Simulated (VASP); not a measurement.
Crystal: BN (Qingsongite).

```
B N
1.0
     0.00000    1.80332    1.80332
     1.80332    0.00000    1.80332
     1.80332    1.80332    0.00000
B N
1 1
Cartesian
  0.0000 0.0000 0.0000
  0.9017 0.9017 0.9017
```

Base run:

* Program: VASP 6.6.1
* Functional: TB-mBJ
* Potentials or basis: VASP PAW PBE potentials, release 64 (B, N)
* Cutoff: 520 eV
* k mesh: 14 × 14 × 14
* Occupations: gaussian, width 0.03 eV
* Spin: no spin polarisation

Its results: band gap on the k mesh 5.80 eV, indirect (least direct gap 10.33 eV).

Question: The run is repeated on the same cell with these changes: functional from TB-mBJ to r2SCAN. What comes out?

Answer: Band gap on the k mesh 4.98 eV, indirect (least direct gap 9.56 eV).
